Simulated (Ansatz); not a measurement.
# CaSe (zincblende): how the settings move a single-point run

Aim: see which settings change the result for CaSe (zincblende), by how much, and at what cost.

Program: Ansatz 0.2.0. Level of theory: reference: DFT r2SCAN, scalar-relativistic, plane waves, PAW. These are calculated values, not measurements.

3 further runs of the same task are left out: 2 that didn't finish, 1 set aside as unsound or not needed.

### 1 The structure to begin with

It takes space group F-43m (No. 216, cubic). The conventional cell has a = 6.559 Å, b = 6.559 Å, c = 6.559 Å, α = 90.00°, β = 90.00°, γ = 90.00°. Ca (site symmetry -43m) has 4 Se at 2.84 Å as nearest neighbours. Around Se (site symmetry -43m) lie 4 Ca at 2.84 Å.

As a file:

```cif
data_structure
_symmetry_space_group_name_H-M 'P 1'
_symmetry_Int_Tables_number 1
_cell_length_a 4.6379
_cell_length_b 4.6379
_cell_length_c 4.6379
_cell_angle_alpha 60.000
_cell_angle_beta 60.000
_cell_angle_gamma 60.000
_cell_volume 70.54
loop_
_atom_site_label
_atom_site_type_symbol
_atom_site_fract_x
_atom_site_fract_y
_atom_site_fract_z
_atom_site_occupancy
Ca1 Ca 0.00000 0.00000 0.00000 1
Se1 Se 0.25000 0.25000 0.25000 1
```

### 2 Reference

File input.yaml:

```yaml
crystal:
  lattice:
    - [0.0, 3.2795060436, 3.2795060436]
    - [3.2795060436, 0.0, 3.2795060436]
    - [3.2795060436, 3.2795060436, 0.0]
  atoms:
    - { symbol: Ca, position: [0.0, 0.0, 0.0] }
    - { symbol: Se, position: [0.25, 0.25, 0.25] }
basis:
  ecutwfc: 500
  ecutrho_ratio: 4
kpoints:
  mp_grid: { grid: [6, 6, 6] }
hamiltonian:
  xc: r2scan
scf:
  occupations: { method: gaussian, width: 0.05 }
output:
  forces: true
  stress: true
  eigenvalues: true
```

Launch:

```
> ansatz run input.yaml --threads 2 --pin off --max-ram 2662MiB --backend cpu --events-out ev --progress --plain --runs-dir out
```

### 3 Variant: xc rpbe, eigensolver.kind davidson

input.yaml: that of step 2 with these lines changed.

```diff
@@ -14,5 +14,6 @@
 hamiltonian:
-  xc: r2scan
+  xc: rpbe
 scf:
   occupations: { method: gaussian, width: 0.05 }
+  eigensolver: { kind: davidson }
 output:
@@ -20,2 +21 @@
   stress: true
-  eigenvalues: true
```

### 4 Changing settings: xc rpbe, preconditioner kerker

input.yaml: that of step 2 with these lines changed.

```diff
@@ -14,5 +14,6 @@
 hamiltonian:
-  xc: r2scan
+  xc: rpbe
 scf:
   occupations: { method: gaussian, width: 0.05 }
+  mixing: { preconditioner: kerker }
 output:
@@ -20,2 +21 @@
   stress: true
-  eigenvalues: true
```

### 5 Changing settings: dispersion d3bjatm, eigensolver.kind davidson

input.yaml: that of step 2 with these lines changed.

```diff
@@ -15,4 +15,6 @@
   xc: r2scan
+  dispersion: d3bjatm
 scf:
   occupations: { method: gaussian, width: 0.05 }
+  eigensolver: { kind: davidson }
 output:
@@ -20,2 +22,5 @@
   stress: true
-  eigenvalues: true
+  write_density: true
+  write_potential: true
+  elf: true
+  volumetric_format: npy
```

Q: Predict the outcome of this session. Wanted: for each run, ending; energy change; pressure; gap; force.

**Answer**, as computed:

```csv
run,ending,energy change,pressure (GPa),gap (eV),force (eV/Å),cycles,time
reference,converged,0,0.0,3.70,0.00,6,3.1 s
"1: xc rpbe, eigensolver.kind davidson",converged,not comparable,1.8,3.46,0.00,6,1.9 s
"2: xc rpbe, preconditioner kerker",converged,not comparable,1.8,3.46,0.00,8,1.7 s
"3: dispersion d3bjatm, eigensolver.kind davidson",converged,-113.5 meV/atom (offset of the dispersion model),-0.5,3.70,0.00,8,5.2 s
```

Times don't compare one to one where runs were asked for different outputs or read a saved state (see the inputs); cycles may leave out searches for a lower state.

Residual by cycle in the longest SCF loop of each run; runs are numbered as in the table. The quantity is the density residual dr2, in eV.

```csv
cycle,reference,run 1,run 2,run 3
1,0.0284,0.0036,0.00396,0.0279
2,0.00195,3.8e-4,0.00132,0.00198
3,2.7e-4,8.2e-5,2.6e-4,2.6e-4
4,3.2e-5,2.6e-6,1.9e-5,2.8e-5
5,6.1e-7,1.2e-7,3.5e-6,1.9e-6
6,8.9e-9,8.7e-9,1.1e-6,2.3e-7
7,-,-,2.1e-7,9.9e-8
8,-,-,5.1e-9,1.7e-8
```

What this shows: The pressure spans -0.5 to 1.8 GPa over the reference and the converged variants. The gap spans 3.46 to 3.70 eV over the reference and the converged variants.

These are semilocal Kohn-Sham gaps, which aren't the measured quantity. Such gaps usually fall short of the measured ones.
